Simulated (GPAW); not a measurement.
## Sb: relaxation of cell and atoms with PBEsol+D4

Crystal: Sb.

```
CELL_PARAMETERS angstrom
2.15420 1.24373 3.75800
-2.15420 1.24373 3.75800
0.00000 -2.48746 3.75800
ATOMIC_POSITIONS crystal
Sb 0.76651 0.76651 0.76651
Sb 0.23349 0.23349 0.23349
```

```
Program             : GPAW 26.7.0
Task                : relaxation of cell and atoms
Functional          : PBEsol
Dispersion          : D4
Potentials or basis : PAW data sets generated in the run's folder for this functional
Cutoff              : 600 eV
Basis               : pw
k mesh              : 6 × 6 × 6
Occupations         : fermi-dirac, width 0.05 eV
Spin                : no spin polarisation
Maxiter             : 150
Optimizer           : BFGS
Fmax                : 0.02 eV/Å
Max steps           : 60
Convergence         : density=1e-05 forces=0.0001
```

- Relaxed volume: 28.96 Å³/atom
- Relaxed cell: a = 4.410 Å, b = 4.410 Å, c = 4.410 Å, α = 58.04°, β = 58.04°, γ = 58.04°
- Space group after relaxing (to 0.05 Å): R-3m (No. 166)
- Energy gained by relaxing: 7.4 meV/atom
- Ionic steps: 10
- Pressure after relaxing: 0.0 GPa
- Largest force after relaxing: 0.006 eV/Å
- Band gap on the k mesh: none (metal or under the smearing width)
- Dispersion energy per atom: -0.304 eV

Forces in eV/Å, atoms in the order of the input:
```
Sb   0.000  0.000  0.006
Sb   0.000  0.000 -0.006
```

Step by step:
```tsv
step	energy change (eV)	largest force (eV/Å)	pressure (GPa)	volume (Å³)
1	0.0000	0.0034	-1.69	60.41
2	-0.0038	0.0330	-1.32	60.00
3	-0.0100	0.1501	0.05	58.52
4	-0.0107	0.1377	0.09	58.41
5	-0.0140	0.0031	0.13	57.80
6	-0.0141	0.0145	0.03	57.87
7	-0.0142	0.0244	-0.07	57.94
8	-0.0145	0.0288	-0.14	57.98
9	-0.0147	0.0199	-0.12	57.97
10	-0.0148	0.0064	-0.05	57.91
```

Final structure:
```
Sb
1.0
     2.13932    1.23514    3.65275
    -2.13932    1.23514    3.65275
     0.00000   -2.47027    3.65275
Sb
2
Direct
  0.76436 0.76436 0.76436
  0.23564 0.23564 0.23564
```

Levels at points of the mesh, in eV from the Fermi level:
| k point | band 13 | band 14 | band 15 | band 16 | band 17 | band 18 |
| --- | --- | --- | --- | --- | --- | --- |
| (0.00, 0.00, 0.00) | -2.10 | -1.93 | -1.93 | 2.28 | 2.81 | 2.81 |
| (0.50, 0.00, 0.00) | -1.89 | -1.72 | -0.39 | -0.22 | 0.15 | 0.22 |
| (0.50, 0.50, 0.00) | -5.79 | -3.96 | -3.90 | 1.42 | 5.15 | 5.56 |
| (0.50, 0.50, 0.50) | -1.36 | -1.36 | -0.49 | -0.12 | -0.12 | 0.94 |

Wall time 9 min on 1 thread of Intel(R) Xeon(R) Processor @ 2.50GHz (Skylake/Cascade Lake), with other jobs on the host, peak memory 0.36 GiB.

Caveat: later steps reuse the first step's grids; pairwise dispersion overbinds metals, which lowers pressure and volume. Spin-orbit coupling is left out, which matters for the levels of Sb.
